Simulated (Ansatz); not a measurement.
A relaxation of cell and atoms of BeSe (started from an entry of an open crystallographic database) with Ansatz, at the level PBE. The input holds the cell as the database lists it.

Input (YAML):
```yaml
crystal:
  lattice:
    - [0.0, 2.535, 2.535]
    - [2.535, 0.0, 2.535]
    - [2.535, 2.535, 0.0]
  atoms:
    - { symbol: Be, position: [0.0, 0.0, 0.0] }
    - { symbol: Se, position: [0.25, 0.25, 0.25] }
kpoints:
  mp_grid: { grid: [8, 8, 8] }
hamiltonian:
  xc: pbe
scf:
  occupations: { method: fermi_dirac, width: 0.02 }
relax:
  f_tol: 0.005
  cell: {}
output:
  write_density: true
  write_potential: true
  elf: true
  volumetric_format: npy
```

Run as `ansatz run input.yaml --threads 2 --pin off --max-ram 2211MiB --backend cpu --events-out ev --progress --plain --runs-dir out`. It took 3.9 s on 2 threads of Arm Neoverse V1, on a shared host; peak host memory 0.31 GiB.

Question: What will the output look like, and what does it show?

Answer: Output, abridged:
```
Functional definition: PBE
Crystal: 2 atoms, lattice volume = 32.581 Å³
Basis set: ecut = 420 eV, 609 PW (Γ)
Bands: 13, of which v1, the nominal top of the filled ones, is band 9 counted from 1 (8 counted from 0)
Symmetry: 24 space group operations
Space group: F-43m (ITA 216)
k-points: 29 of 512 (time reversal used)
relax step 1: F+E_penalty+E_count = -5563.40351392 eV  P = +5.363 GPa  Ω = 32.581 Å³
relax step 2: F+E_penalty+E_count = -5563.43519196 eV  P = +1.184 GPa  Ω = 34.177 Å³
relax step 3: F+E_penalty+E_count = -5563.43705778 eV  P = +0.098 GPa  Ω = 34.657 Å³
relax step 4: F+E_penalty+E_count = -5563.43706831 eV  P = +0.003 GPa  Ω = 34.701 Å³
relax step 5: F+E_penalty+E_count = -5563.43727695 eV  P = +0.007 GPa  Ω = 34.701 Å³  (SCF on a basis re-selected at this cell)
SCF converged after 7 iterations
Free energy (F): -5563.437277 eV
Fermi energy:    8.059114 eV
--- Per-component energies (eV) ---
  E_band       = -387.098314
  E_kinetic    = 138.761074
  E_local      = -2540.536476
  E_nonlocal   = -591.878217
  E_hartree    = 1253.572893
  E_xc         = -123.936649
  E_vxc        = -118.995327
  E_paw        = -1970.422552
  E_vpaw       = 218.405289
  E_ewald      = -1728.996811
--- Stress (GPa, compression-positive) ---
        0.007212       0.000000       0.000000
        0.000000       0.007212       0.000000
        0.000000       0.000000       0.007212
  P = ⅓ Tr σ = 0.0072 GPa (0.072 kbar)
--- Relaxed structure (4 steps of the walk, 4 accepted, 1 SCFs on fresh bases) ---
  F+E_penalty+E_count = -5563.43727695 eV
  cell:  # Å, volume = 34.7011 Å³
    - [0.000000, 2.588835, 2.588835]
    - [2.588835, 0.000000, 2.588835]
    - [2.588835, 2.588835, 0.000000]
  atoms:
    - { symbol: Be, position: [0.000000, 0.000000, 0.000000] }
    - { symbol: Se, position: [0.250000, 0.250000, 0.250000] }
```
Only the leading digits can be foreseen; the rest is this run's record.

Planar averages along the third cell vector, from rho_z.tsv and v_z.tsv (valence density with its augmentation; electrostatic potential energy of an electron, of which only differences have a meaning):

| z (Å) | ρ (e/Å³) | v_es (eV) |
| --- | --- | --- |
| 0.00 | 0.285 | 0.56 |
| 0.15 | 0.372 | -0.20 |
| 0.29 | 0.517 | -0.22 |
| 0.44 | 0.760 | 0.30 |
| 0.59 | 1.119 | 1.11 |
| 0.73 | 1.510 | 1.97 |
| 0.88 | 1.732 | 2.69 |
| 1.03 | 1.633 | 3.21 |
| 1.17 | 1.273 | 3.67 |
| 1.32 | 0.860 | 4.13 |
| 1.46 | 0.548 | 4.67 |
| 1.61 | 0.361 | 5.40 |
| 1.90 | 0.202 | 7.65 |
| 2.05 | 0.165 | 8.82 |
| 2.20 | 0.138 | 9.56 |
| 2.34 | 0.119 | 9.84 |
| 2.49 | 0.107 | 9.78 |
| 2.64 | 0.102 | 9.45 |
| 2.78 | 0.104 | 8.85 |
| 2.93 | 0.112 | 7.89 |
| 3.08 | 0.127 | 6.61 |
| 3.22 | 0.151 | 5.16 |
| 3.37 | 0.184 | 3.61 |
| 3.51 | 0.228 | 1.96 |

In 4 steps the volume changed by +6.5 %; between the first SCF and the last, each on a basis chosen for its cell, the energy fell by 16.9 meV an atom. Final cell: it is cubic, F-43m (No. 216); a = 5.178 Å in the conventional setting, 17.35 Å³ an atom. Around Be lie 4 Se at 2.24 Å; around Se lie 4 Be at 2.24 Å.

Spin-unpolarised throughout; all numbers are computed.
